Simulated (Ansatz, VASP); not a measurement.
**One calculation of MgSe, two programs**

```
Mg Se
1.0
     0.00000    2.72550    2.72550
     2.72550    0.00000    2.72550
     2.72550    2.72550    0.00000
Mg Se
1 1
Direct
  0.00000 0.00000 0.00000
  0.50000 0.50000 0.50000
```

Alike in both runs: task single point; functional PBEsol; k mesh 6 × 6 × 6; occupations gaussian, width 0.1 eV; no spin polarisation.

|  | VASP | Ansatz |
| --- | --- | --- |
| version | VASP 6.6.1 | Ansatz 0.2.0 |
| potentials or method | VASP PAW PBE potentials, release 64 (Mg, Se) | scalar-relativistic, plane waves, PAW |
| plane-wave cutoff (eV) | 520 | 420 |
| valence electrons in the cell | 8 | 26 |

|  | VASP | Ansatz | Ansatz less VASP |
| --- | --- | --- | --- |
| gap on the k mesh at the Fermi level (eV) | 1.76 | 1.77 | +0.013 |
| least direct gap on the mesh (eV) | 2.50 | 2.50 | -0.001 |
| pressure (GPa) | -0.1 | 0.0 | +0.07 |

The functional is the same, so the differences come from potentials, cutoffs and numerics. The two sets of potentials don't hold the same shells in valence.

Caveats: the PAW data sets were made with another functional, which shifts forces and pressure a little (VASP). A k mesh can miss the band edges. As with any semilocal functional, this PBEsol gap is likely too small.
